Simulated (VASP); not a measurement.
# AlN (P6_3mc) in VASP: notebook

The runs below take AlN through G0W0 quasiparticle levels, with PBE.

All numbers are computed with VASP 6.6.1; they aren't measurements. Logs are shortened: lines on timing, memory, paths and dates and some standing lists are left out, and cuts for length are marked.

### 1 The structure

Symmetry: P6_3mc, No. 186, hexagonal system. The conventional cell has a = 3.113 Å, b = 3.113 Å, c = 4.981 Å, α = 90.00°, β = 90.00°, γ = 120.00°. Al (site symmetry 3m) has 4 N at 1.89 Å as nearest neighbours. N (site symmetry 3m) is surrounded by 4 Al at 1.89 Å.

### 2 G0W0 quasiparticle levels, PBE

Input file POSCAR:

```
AlN
1.0
    3.1130000000      0.0000000000      0.0000000000
   -1.5565000000      2.6959370820      0.0000000000
    0.0000000000      0.0000000000      4.9810000000
Al N
2 2
Direct
    0.6666666667      0.3333333333      0.5000000000
    0.3333333333      0.6666666667      0.0000000000
    0.6666666667      0.3333333333      0.8800000000
    0.3333333333      0.6666666667      0.3800000000
```

Input file INCAR.step1:

```
SYSTEM = AlN
PREC = Accurate
ENCUT = 450
EDIFF = 1E-8
ISMEAR = 0
SIGMA = 0.01
LREAL = .FALSE.
LASPH = .TRUE.
NELM = 60
ALGO = Normal
LWAVE = .TRUE.
LCHARG = .FALSE.
GGA = PE
```

Input file INCAR.step2:

```
SYSTEM = AlN
PREC = Accurate
ENCUT = 450
EDIFF = 1E-8
ISMEAR = 0
SIGMA = 0.01
LREAL = .FALSE.
LASPH = .TRUE.
NELM = 1
ALGO = Exact
LWAVE = .TRUE.
LCHARG = .FALSE.
GGA = PE
NBANDS = 33
LOPTICS = .TRUE.
ISTART = 1
```

Input file INCAR.step3:

```
SYSTEM = AlN
PREC = Accurate
ENCUT = 450
EDIFF = 1E-8
ISMEAR = 0
SIGMA = 0.01
LREAL = .FALSE.
LASPH = .TRUE.
ALGO = EVGW0
LWAVE = .FALSE.
LCHARG = .FALSE.
GGA = PE
NELMGW = 1
NBANDS = 33
ENCUTGW = 150
NOMEGA = 48
PRECFOCK = Fast
ISTART = 1
NBANDSGW = 16
```

Input file KPOINTS:

```
regular mesh
0
G
  4 4 3
  0 0 0
```

Potentials or basis: VASP PAW PBE potentials, release 64 (Al_GW, N_GW).

Command:

```console
> cat potpaw_PBE.64/Al_GW/POTCAR potpaw_PBE.64/N_GW/POTCAR > POTCAR
> cp INCAR.step1 INCAR
> mpirun -np 1 vasp_std > vasp.out
> cp INCAR.step2 INCAR
> mpirun -np 1 vasp_std > vasp.out
> cp INCAR.step3 INCAR
> mpirun -np 1 vasp_std > vasp.out
```

OUTCAR:

```text
SYSTEM = AlN
   PREC = Accurate
   ENCUT = 450
   EDIFF = 1E-8
   ISMEAR = 0
   LREAL = .FALSE.
   LASPH = .TRUE.
   GGA = PE
   NELMGW = 1
   ENCUTGW = 150
   PRECFOCK = Fast
   ISTART = 1

 Found      8 irreducible k-points:

 Following reciprocal coordinates:
            Coordinates               Weight
  0.000000  0.000000  0.000000      1.000000
  0.250000 -0.000000  0.000000      6.000000
  0.500000 -0.000000  0.000000      3.000000
  0.250000  0.250000  0.000000      6.000000
  0.000000  0.000000  0.333333      2.000000
  0.250000 -0.000000  0.333333     12.000000
   k-points           NKPTS =      8   k-points in BZ     NKDIM =     48   number of bands    NBANDS=     33
   number of dos      NEDOS =    301   number of ions     NIONS =      4
   total plane-waves  NPLWV =  20736
   dimension x,y,z NGX =    24 NGY =   24 NGZ =   36
   dimension x,y,z NGXF=    48 NGYF=   48 NGZF=   72
   ions per type =               2   2
   NGX,Y,Z   is equivalent  to a cutoff of  12.82, 12.82, 12.02 a.u.
   NGXF,Y,Z  is equivalent  to a cutoff of  25.63, 25.63, 24.03 a.u.
 SYSTEM =  AlN
   PREC   = accura    normal or accurate (medium, high low for compatibility)
   ISTART =      1    job   : 0-new  1-cont  2-samecut
   ICHARG =      0    charge: 1-file 2-atom 10-const
   ISPIN  =      1    spin polarized calculation?
   LNONCOLLINEAR =      F non collinear calculations
   LSORBIT =      F    spin-orbit coupling
   LASPH  =      T    aspherical Exc in radial PAW
   ENCUT  =  450.0 eV  33.07 Ry    5.75 a.u.   5.38  5.38  8.62*2*pi/ulx,y,z
   NELM   =     60;   NELMIN=  2; NELMDL=  0     # of ELM steps
   EDIFF  = 0.1E-07   stopping-criterion for ELM
   LREAL  =      F    real-space projection
   EDIFFG = 0.1E-06   stopping-criterion for IOM
   NSW    =      0    number of steps for IOM
   IBRION =     -1    ionic relax: 0-MD 1-quasi-New 2-CG
   NFREE  =      0    steps in history (QN), initial steepest desc. (CG)
   ISIF   =      0    stress and relaxation
   ISYM   =      3    0-nonsym 1-usesym 2-fastsym
   POTIM  = 0.5000    time-step for ionic-motion
   TEBEG  =    0.0;   TEEND  =   0.0 temperature during run
   PSTRESS=    0.0 pullay stress
   NELECT =      16.0000    total number of electrons
   NUPDOWN=      -1.0000    fix difference up-down
   EMIN   =  10.00;   EMAX   =-10.00  energy-range for DOS
   EFERMI =   0.00;   METHOD = LEGACY
   ISMEAR =     0;   SIGMA  =   0.01  broadening in eV -4-tet -1-fermi 0-gaus
   EFERMI_NEDOS =   21; number of points for ismear=-14 and -15
   IALGO  =     38    algorithm
   IMIX   =      4    mixing-type and parameters
     AMIX     =   0.40;   BMIX     =  1.00
     AMIX_MAG =   1.60;   BMIX_MAG =  1.00
  volume/ion in A,a.u.               =      10.45        70.52
  Fermi-wavevector in a.u.,A,eV,Ry     =   1.188629  2.246183 19.222843  1.412839
  Thomas-Fermi vector in A             =   2.324754
   LORBIT       =      0    0 simple, 1 ext, 2 COOP (PROOUT), +10 PAW based schemes
   GGA     = PE    functional components
   LHFCALC =     T    Hartree Fock is set to
   PRECFOCK=fast      Normal, Fast or Accurate (Low or Medium for compatibility)
   ENCUT4O =  -1.0   cutoff for four orbital integrals eV
   NKREDX  =     1    reduce k-point grid by
   NKREDY  =     1    reduce k-point grid by
   NKREDZ  =     1    reduce k-point grid by
   AEXX    =    1.0000 exact exchange contribution
   HFSCREEN=    0.0000 screening length (either q_TF or 0.3 A-1)
   HFSCREENC=   0.0000 screening length for correlation (either q_TF or 0.3 A-1)
   ENCUTFOCK=  -1.0 apply spherical cutoff to Coloumb kernel
   IVDW    =     0    specifies the selected vdW correction
   LEPSILON=     F    determine dielectric tensor
   LRPA    =     F    only Hartree local field effects (RPA)
   LRPAFORCE           =     F    calculate RPA forces
   ENCUTGW             = 150.0    cutoff for response function in eV
   ENCUTGWSOFT         = 120.0    soft cutoff for Coulomb kernel in GW response function in eV
   ENCUTLF             =  -1.0    cutoff for local field effects
   NELMGW              =     1    number of iterations in solving QP/BSE equation
   NELMHF              =     1    number of iterations in the inner HF iteration
   NKREDLFX            =     1    NKREDLFY  =   1   NKREDLFZ  =   1
 non-spin polarized calculation
 Gauss-broadening in eV      SIGMA  =   0.01
  energy-cutoff  :      450.00
  volume of cell :       41.80
 maximum number of plane-waves:       929
 NGX is ok and might be reduce to    24
  NGX = 12; NGY = 12; NGZ = 20
   NGX = 11   NGY = 11   NGZ = 17
 maximum number of plane-waves:       179

 QP shifts <psi_nk| G(iteration)W_0 |psi_nk>: iteration 1
 for sc-GW calculations column KS-energies equals QP-energies in previous step
 and V_xc(KS)=  KS-energies - (<T + V_ion + V_H > + <T+V_H+V_ion>^1  + <V_x>^1)

 k-point   1 :       0.0000    0.0000    0.0000
  band No.  KS-energies  QP-energies   sigma(KS)   V_xc(KS)     V^pw_x(r,r')   Z            occupation Imag(sigma)

      1     -10.0517     -11.1933     -16.3812     -14.7935     -24.7724       0.7190       2.0000       1.4789
      2      -7.9009      -8.8720     -17.6910     -16.3505     -25.8675       0.7244       2.0000       1.2045
      3      -0.8685      -1.7372     -13.8371     -12.6477     -18.5133       0.7304       2.0000       0.2348
      4       4.2844       3.9637     -16.7139     -16.3010     -20.6613       0.7770       2.0000       0.1161
      5       4.2844       3.9637     -16.7139     -16.3010     -20.6613       0.7770       2.0000       0.1161
      6       4.9402       4.7399     -17.0248     -16.7686     -20.8670       0.7818       2.0000       0.1097
[... 8 lines left out ...]
     15      18.2584      20.0019      -8.3215     -10.4987      -4.0010       0.8008       0.0000      -0.1578
     16      18.2584      20.0019      -8.3215     -10.4987      -4.0010       0.8008       0.0000      -0.1578

 k-point   2 :       0.2500   -0.0000    0.0000
  band No.  KS-energies  QP-energies   sigma(KS)   V_xc(KS)     V^pw_x(r,r')   Z            occupation Imag(sigma)

      1      -9.3043     -10.3927     -16.7055     -15.2088     -25.0037       0.7272       2.0000       1.3851
      2      -7.5334      -8.4714     -17.9414     -16.6509     -26.0867       0.7268       2.0000       1.1581
      3       0.0452      -0.7705     -14.1389     -13.0407     -18.5734       0.7428       2.0000       0.1883
      4       1.6879       1.0080     -15.0059     -14.1112     -19.1139       0.7599       2.0000       0.1414
      5       2.6847       2.1592     -15.7199     -15.0358     -19.6830       0.7681       2.0000       0.1283
      6       3.5764       3.1244     -16.2150     -15.6297     -20.2106       0.7725       2.0000       0.1245
[... 8 lines left out ...]
     15      17.2389      19.0522      -9.5829     -11.8950      -5.2159       0.7843       0.0000      -0.1558
     16      18.4032      20.0685      -8.6309     -10.7356      -4.1480       0.7912       0.0000      -0.2036

 k-point   3 :       0.5000   -0.0000    0.0000
  band No.  KS-energies  QP-energies   sigma(KS)   V_xc(KS)     V^pw_x(r,r')   Z            occupation Imag(sigma)

      1      -8.0883      -9.0805     -17.5550     -16.1987     -25.7436       0.7316       2.0000       1.2331
      2      -7.3924      -8.3201     -17.9878     -16.7086     -26.0999       0.7252       2.0000       1.1329
      3      -0.3106      -1.1747     -14.1604     -12.9939     -18.6816       0.7408       2.0000       0.1980
      4       0.9790       0.2378     -14.9263     -13.9404     -19.2462       0.7517       2.0000       0.1600
      5       1.7794       1.1273     -15.0769     -14.2168     -19.2476       0.7582       2.0000       0.1461
      6       3.0536       2.5176     -15.9528     -15.2545     -20.0245       0.7675       2.0000       0.1301
[... 8 lines left out ...]
     15      17.9676      19.7805     -10.0157     -12.3482      -5.6068       0.7773       0.0000      -0.1850
     16      20.2799      21.7839      -8.1487     -10.1070      -3.0588       0.7680       0.0000      -0.2962

 k-point   4 :       0.2500    0.2500    0.0000
  band No.  KS-energies  QP-energies   sigma(KS)   V_xc(KS)     V^pw_x(r,r')   Z            occupation Imag(sigma)

      1      -8.1838      -9.1776     -17.4082     -16.0417     -25.5922       0.7273       2.0000       1.2352
      2      -7.3110      -8.2277     -18.1216     -16.8667     -26.2559       0.7304       2.0000       1.1298
      3       0.5322      -0.2836     -14.4348     -13.3496     -18.7304       0.7518       2.0000       0.1651
      4       1.0568       0.3198     -14.7805     -13.8037     -19.0480       0.7545       2.0000       0.1560
      5       1.5915       0.9129     -14.8137     -13.9194     -18.9507       0.7588       2.0000       0.1476
      6       2.2865       1.6937     -15.3739     -14.5978     -19.4158       0.7640       2.0000       0.1345
[... 8 lines left out ...]
     15      17.3157      19.1791      -9.9128     -12.2912      -5.5498       0.7835       0.0000      -0.1636
     16      19.7666      21.4624      -9.3137     -11.5002      -4.3477       0.7756       0.0000      -0.3072

 k-point   5 :       0.0000    0.0000    0.3333
  band No.  KS-energies  QP-energies   sigma(KS)   V_xc(KS)     V^pw_x(r,r')   Z            occupation Imag(sigma)

      1      -9.6366     -10.7472     -16.5449     -15.0033     -24.8779       0.7204       2.0000       1.4256
      2      -8.6034      -9.6360     -17.1013     -15.6804     -25.3203       0.7267       2.0000       1.2895
      3       0.4767      -0.2794     -14.6428     -13.6285     -19.0538       0.7455       2.0000       0.1740
      4       3.2314       2.8069     -15.8213     -15.2718     -19.6411       0.7724       2.0000       0.1224
      5       4.4415       4.1479     -16.7874     -16.4101     -20.7103       0.7784       2.0000       0.1142
      6       4.4415       4.1479     -16.7874     -16.4101     -20.7103       0.7784       2.0000       0.1142
[... 8 lines left out ...]
     15      17.1524      18.7657      -8.0598     -10.0608      -3.9099       0.8063       0.0000      -0.1330
     16      17.1524      18.7657      -8.0598     -10.0608      -3.9099       0.8063       0.0000      -0.1330

 k-point   6 :       0.2500   -0.0000    0.3333
  band No.  KS-energies  QP-energies   sigma(KS)   V_xc(KS)     V^pw_x(r,r')   Z            occupation Imag(sigma)

      1      -8.9399      -9.9964     -16.8893     -15.4331     -25.1425       0.7255       2.0000       1.3341
      2      -8.0738      -9.0620     -17.4558     -16.0983     -25.6254       0.7279       2.0000       1.2194
      3       0.5772      -0.1694     -14.7190     -13.7204     -19.1077       0.7477       2.0000       0.1692
      4       1.6876       1.0543     -15.2732     -14.4378     -19.4158       0.7581       2.0000       0.1414
      5       2.7397       2.1785     -15.4690     -14.7395     -19.4404       0.7691       2.0000       0.1308
      6       3.8308       3.4220     -16.3458     -15.8186     -20.3041       0.7754       2.0000       0.1217
[... 8 lines left out ...]
     15      17.4708      19.1060      -8.4000     -10.4448      -4.1306       0.7997       0.0000      -0.1560
     16      18.3466      20.0475      -8.8125     -10.9654      -4.3008       0.7901       0.0000      -0.2029

 [... further k-points ...]
```

Run time: 40 s. Hardware: 1 thread of Intel Xeon Platinum 8488C (Sapphire Rapids), shared host; peak memory 0.32 GiB.

The run converged, but some of its settings lie outside the range that counts as converged, so its numbers aren't taken as properties of the crystal.

What came out:

```yaml
Band_gap_on_the_k_mesh_mean-field_level: 4.21 eV, direct
Quasiparticle_gap: 5.61 eV
Least_direct_quasiparticle_gap: 5.61 eV
```

Caveat: the k mesh is coarse (spacing up to 0.58 Å⁻¹), so the values aren't converged; bands, screening cutoff and mesh are small and nothing is extrapolated, so the quasiparticle values aren't converged.

### 3 G0W0 quasiparticle levels, PBE

POSCAR is that of step 2.

INCAR.step1 is that of step 2.

INCAR.step2: that of step 2 with these lines changed.

```diff
@@ -13,3 +13,3 @@
 GGA = PE
-NBANDS = 33
+NBANDS = 58
 LOPTICS = .TRUE.
```

INCAR.step3: that of step 2 with these lines changed.

```diff
@@ -13,3 +13,3 @@
 NELMGW = 1
-NBANDS = 33
+NBANDS = 58
 ENCUTGW = 150
```

Input file KPOINTS:

```
regular mesh
0
G
  4 4 2
  0 0 0
```

Potentials or basis: VASP PAW PBE potentials, release 64 (Al_GW, N_GW).

Command:

```console
> cat potpaw_PBE.64/Al_GW/POTCAR potpaw_PBE.64/N_GW/POTCAR > POTCAR
> cp INCAR.step1 INCAR
> mpirun -np 1 vasp_std > vasp.out
> cp INCAR.step2 INCAR
> mpirun -np 1 vasp_std > vasp.out
> cp INCAR.step3 INCAR
> mpirun -np 1 vasp_std > vasp.out
```

OUTCAR:

```text
SYSTEM = AlN
   PREC = Accurate
   ENCUT = 450
   EDIFF = 1E-8
   ISMEAR = 0
   LREAL = .FALSE.
   LASPH = .TRUE.
   GGA = PE
   NELMGW = 1
   ENCUTGW = 150
   PRECFOCK = Fast
   ISTART = 1

 Found      8 irreducible k-points:

 Following reciprocal coordinates:
            Coordinates               Weight
  0.000000  0.000000  0.000000      1.000000
  0.250000  0.000000  0.000000      6.000000
  0.500000  0.000000  0.000000      3.000000
  0.250000  0.250000  0.000000      6.000000
  0.000000  0.000000  0.500000      1.000000
  0.250000  0.000000  0.500000      6.000000
   k-points           NKPTS =      8   k-points in BZ     NKDIM =     32   number of bands    NBANDS=     58
   number of dos      NEDOS =    301   number of ions     NIONS =      4
   total plane-waves  NPLWV =  20736
[... 60 lines left out ...]
   NKREDLFX            =     1    NKREDLFY  =   1   NKREDLFZ  =   1
 non-spin polarized calculation
 Gauss-broadening in eV      SIGMA  =   0.01
  energy-cutoff  :      450.00
  volume of cell :       41.80
 maximum number of plane-waves:       929
 NGX is ok and might be reduce to    24
  NGX = 12; NGY = 12; NGZ = 20
   NGX = 11   NGY = 11   NGZ = 17
 maximum number of plane-waves:       180

 QP shifts <psi_nk| G(iteration)W_0 |psi_nk>: iteration 1
 for sc-GW calculations column KS-energies equals QP-energies in previous step
 and V_xc(KS)=  KS-energies - (<T + V_ion + V_H > + <T+V_H+V_ion>^1  + <V_x>^1)

 k-point   1 :       0.0000    0.0000    0.0000
  band No.  KS-energies  QP-energies   sigma(KS)   V_xc(KS)     V^pw_x(r,r')   Z            occupation Imag(sigma)

      1     -10.0526     -11.3285     -16.5683     -14.7939     -24.7730       0.7191       2.0000       1.3576
      2      -7.9020      -9.0186     -17.8969     -16.3507     -25.8678       0.7222       2.0000       1.1104
      3      -0.8693      -1.9052     -14.0737     -12.6483     -18.5219       0.7267       2.0000       0.2373
      4       4.2833       3.7126     -17.0380     -16.3014     -20.6605       0.7747       2.0000       0.1048
      5       4.2833       3.7126     -17.0380     -16.3014     -20.6605       0.7747       2.0000       0.1048
      6       4.9390       4.4747     -17.3658     -16.7690     -20.8715       0.7780       2.0000       0.0975
[... 96 lines left out ...]
      3       1.1102       0.2195     -15.3177     -14.1369     -19.3442       0.7543       2.0000       0.1567
      4       1.1102       0.2195     -15.3177     -14.1369     -19.3442       0.7543       2.0000       0.1567
      5       3.5350       2.8540     -16.2458     -15.3639     -19.8480       0.7722       2.0000       0.1112
      6       3.5350       2.8540     -16.2458     -15.3639     -19.8480       0.7722       2.0000       0.1112
[... 8 lines left out ...]
     15      17.9214      19.2011      -9.1578     -10.7816      -4.2709       0.7881       0.0000      -0.1911
     16      17.9214      19.2011      -9.1578     -10.7816      -4.2709       0.7881       0.0000      -0.1911

 [... further k-points ...]
```

OUTCAR.step1:

```text
SYSTEM = AlN
   PREC = Accurate
   ENCUT = 450
   EDIFF = 1E-8
   ISMEAR = 0
   LREAL = .FALSE.
   LASPH = .TRUE.
   NELM = 60
[... 201 lines left out ...]
     -0.00000      1.79729      0.00000        -0.000000      0.000000     -0.145895
      1.55650      0.89865      4.38328        -0.000000      0.000000      0.145895
     -0.00000      1.79729      1.89278         0.000000      0.000000      0.145895
 -----------------------------------------------------------------------------------
    total drift:                               -0.000000      0.000000     -0.000208

  FREE ENERGIE OF THE ION-ELECTRON SYSTEM (eV)
  ---------------------------------------------------
  free  energy   TOTEN  =       -29.7797589823 eV

  energy  without entropy=      -29.7797589823  energy(sigma->0) =      -29.77975898
```

OUTCAR.step2:

```text
SYSTEM = AlN
   PREC = Accurate
   ENCUT = 450
   EDIFF = 1E-8
[... 588 lines left out ...]
  --------------------------------------------------------------------------------------------------------------
     0.00000     5.00734     5.00734     4.84060    -0.00000     0.00000    -0.00000
     0.88651     5.05917     5.05917     4.89207    -0.00000     0.00000    -0.00000
     1.77301     5.23020     5.23020     5.06414    -0.00000     0.00000    -0.00000
     2.65952     5.57965     5.57965     5.43018    -0.00000     0.00000    -0.00000
     3.54603     6.36020     6.36020     6.38643    -0.00000     0.00000    -0.00000
     4.43253     4.45834     4.45834     3.11966    -0.00000     0.00000    -0.00000
[... 92 lines left out ...]
    86.87765     0.93190     0.93190     0.93359     0.00000    -0.00000     0.00000
    87.76416     0.93342     0.93342     0.93507     0.00000    -0.00000     0.00000
```

Run time: 43 s. Hardware: 1 thread of Intel Xeon Platinum 8488C (Sapphire Rapids), shared host; peak memory 0.33 GiB.

The run converged, but some of its settings lie outside the range that counts as converged, so its numbers aren't taken as properties of the crystal.

Results:

- Band gap on the k mesh, mean-field level: 4.21 eV, direct
- Quasiparticle gap: 5.66 eV
- Least direct quasiparticle gap: 5.66 eV

Caveat: the k mesh is coarse (spacing up to 0.63 Å⁻¹), so the values aren't converged; bands, screening cutoff and mesh are small and nothing is extrapolated, so the quasiparticle values aren't converged.

(Part 1 of 2 ends here.)
